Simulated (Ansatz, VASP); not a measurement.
NaF: VASP beside Ansatz

INCAR

```
SYSTEM = NaF
ALGO = Normal
EDIFF = 1E-6
ENCUT = 520
GGA = PE
ISIF = 2
ISMEAR = 0
LASPH = .TRUE.
LCHARG = .FALSE.
LREAL = .FALSE.
LWAVE = .FALSE.
NBANDS = 14
NELM = 60
PREC = Accurate
SIGMA = 0.02
```

The input KPOINTS:

```
k-points
0
G
  8 8 8
  0 0 0
```

The input POSCAR:

```
NaF
1.0
    0.0000000000      2.2517218427      2.2517218427
    2.2517218427      0.0000000000      2.2517218427
    2.2517218427      2.2517218427      0.0000000000
Na F
1 1
Direct
    0.0000000000      0.0000000000      0.0000000000
    0.5000000000      0.5000000000      0.5000000000
```

Input for Ansatz:

```yaml
crystal:
  lattice:
    - [0.0, 2.2517218427, 2.2517218427]
    - [2.2517218427, 0.0, 2.2517218427]
    - [2.2517218427, 2.2517218427, 0.0]
  atoms:
    - { symbol: Na, position: [0.0, 0.0, 0.0] }
    - { symbol: F, position: [0.5, 0.5, 0.5] }
basis:
  ecutwfc: 420
kpoints:
  mp_grid: { grid: [8, 8, 8] }
hamiltonian:
  xc: pbe
scf:
  occupations: { method: gaussian, width: 0.02 }
output:
  forces: true
  stress: true
  eigenvalues: true
  write_density: true
  write_potential: true
  elf: true
  volumetric_format: npy
```

Alike in both runs: task single point; functional PBE; k mesh 8 × 8 × 8; occupations gaussian, width 0.02 eV; no spin polarisation.

|  | VASP | Ansatz |
| --- | --- | --- |
| version | VASP 6.6.1 | Ansatz 0.2.0 |
| potentials or method | VASP PAW PBE potentials, release 64 (Na_pv, F) | scalar-relativistic, plane waves, PAW |
| plane-wave cutoff (eV) | 520 | 420 |
| valence electrons in the cell | 14 | 16 |

```tsv
	VASP	Ansatz	Ansatz less VASP
gap on the k mesh at the Fermi level (eV)	6.79	6.81	+0.019
least direct gap on the mesh (eV)	6.79	6.81	+0.019
pressure (GPa)	7.7	7.7	+0.03
```

The two sets of potentials don't hold the same shells in valence.
